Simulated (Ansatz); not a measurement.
AlN with an Al vacancy, one structure, two calculations

Cell: a supercell of AlN (wurtzite type, P6_3mc) built from a structure deposited in the COD, with the ions relaxed around the defect (PBE).

```
CELL_PARAMETERS angstrom
9.33900 0.00000 0.00000
-3.11300 5.39187 0.00000
0.00000 0.00000 9.96200
ATOMIC_POSITIONS crystal
Al 0.11172 0.33390 0.49133
Al 0.10688 0.83037 0.00161
Al 0.11173 0.83375 0.49912
Al 0.44194 0.33059 0.00013
Al 0.44501 0.33283 0.50016
Al 0.44459 0.83638 0.99890
Al 0.44540 0.83533 0.50010
Al 0.78254 0.33149 0.99875
Al 0.77842 0.33346 0.49982
Al 0.77896 0.83852 0.99824
Al 0.77760 0.83334 0.49968
Al 0.22092 0.16856 0.24815
Al 0.22067 0.16561 0.75017
Al 0.22121 0.66292 0.24745
Al 0.22084 0.66594 0.75063
Al 0.55686 0.16783 0.24844
Al 0.55687 0.16797 0.75321
Al 0.55510 0.66650 0.24850
Al 0.55642 0.66774 0.75152
Al 0.89321 0.16941 0.24585
Al 0.89120 0.16816 0.75396
Al 0.88898 0.66680 0.24875
Al 0.88879 0.66642 0.75031
N 0.11297 0.33459 0.21366
N 0.11199 0.33432 0.68603
N 0.11042 0.83291 0.19238
N 0.10840 0.83132 0.68734
N 0.44506 0.33317 0.19165
N 0.44614 0.33476 0.68981
N 0.44585 0.83545 0.19083
N 0.44659 0.83541 0.69000
N 0.77842 0.33430 0.19128
N 0.77792 0.33471 0.68901
N 0.77669 0.83153 0.19088
N 0.77758 0.83154 0.68903
N 0.22520 0.16443 0.44199
N 0.23116 0.14549 0.93445
N 0.22556 0.67372 0.44166
N 0.23278 0.70381 0.93463
N 0.55688 0.16817 0.43973
N 0.55990 0.17403 0.94295
N 0.55508 0.66615 0.43989
N 0.55197 0.66223 0.94174
N 0.88499 0.16332 0.44088
N 0.87062 0.15130 0.93522
N 0.88875 0.66676 0.43945
N 0.88646 0.66515 0.94073
```

Atom numbers follow the list; atoms alike are taken as one site, whose name carries the number of the first.

First run. The numbers come from a DFT calculation in Ansatz (PBE, plane waves and PAW, scalar-relativistic, collinear spin, 420 eV cutoff, Γ-centred 3×4×2 k-points, Fermi–Dirac smearing 0.01 eV, cell charge -2). Start moments as typed (μB): 0 0 0 0 0 0 0 0 0 0 0 0 0 0 0 0 0 0 0 0 0 0 0 0.5 0 0 0 0 0 0 0 0 0 0 0 0 0.5 0 0.5 0 0 0 0 0 0.5 0 0 by atom.

```tsv
site	atom	V_zz (10²¹ V/m²)	η	m (μB)
Al1	1	1.18	0.03	0.00
Al2	2	-1.31	0.77	0.00
Al4	4	-1.48	0.67	0.00
Al6	6	-1.56	0.61	0.00
Al13	13	-1.43	0.23	0.00
N24	24	-1.04	0.14	0.03
N25	25	-0.21	0.16	0.01
N30	30	0.11	0.39	0.00
N37	37	4.36	0.18	0.31
N39	39	3.88	0.14	0.29
N41	41	-1.24	0.25	0.01
N44	44	-0.57	0.23	0.00
N45	45	-0.98	0.65	0.04
N47	47	0.51	0.82	0.00
```

Second run. The same atoms and settings, except that the functional is r2SCAN and the cutoff is 500 eV.

Q: What does the second run give?

A: 

```csv
site,atom,V_zz,η,change of V_zz,m (μB)
Al1,1,1.22,0.02,+0.04,0.00
Al2,2,-1.33,0.68,-0.02,0.00
Al4,4,-1.42,0.69,+0.06,0.00
Al6,6,-1.51,0.63,+0.05,0.00
Al13,13,-1.39,0.22,+0.04,0.00
N24,24,-1.13,0.12,-0.09,0.03
N25,25,-0.21,0.33,0.00,0.01
N30,30,0.11,0.25,0.00,0.00
N37,37,5.07,0.16,+0.71,0.35
N39,39,4.49,0.13,+0.61,0.32
N41,41,-1.27,0.25,-0.03,0.01
N44,44,-0.62,0.21,-0.05,0.00
N45,45,-1.15,0.56,-0.17,0.03
N47,47,0.50,0.81,-0.01,0.00
```

The largest change of V_zz is on N37, from 4.36 to 5.07. In per cent, |V_zz| changes by -4 to +4 on Al, -2 to +18 on N (all sites that start above 0.5). Where |V_zz| stays above 0.1, η moves most on N25, from 0.16 to 0.33. The table leaves out 33 of the 47 sites, with |V_zz| up to 2.69; their tensors move by 0.05 at most along any direction. The statements above cover all sites.

The defect repeats with the cell of 47 atoms, so it feels its images: sites between two images don't show the values beside a lone defect, and zeros or small values of η there can come from the images' arrangement. Al and N carry a gradient in the pure host already, so the values there aren't the defect's effect alone. A uniform background compensates the cell's charge.
For the first run: The centre was started off its lattice site, so that it could distort. With a gap of 0.3 eV on this mesh, small gradients can still move by 0.1 × 10²¹ V/m² or more as the k-mesh gets denser.
For the second run: The program didn't check the stability of this electronic state in full, so a lower one may lie near. With these PAW files V_zz is typically within 2 to 3 % of all-electron values, but misses above 10 % occur on Al. With a gap of 0.5 eV on this mesh, small gradients can still move by 0.1 × 10²¹ V/m² or more as the k-mesh gets denser.
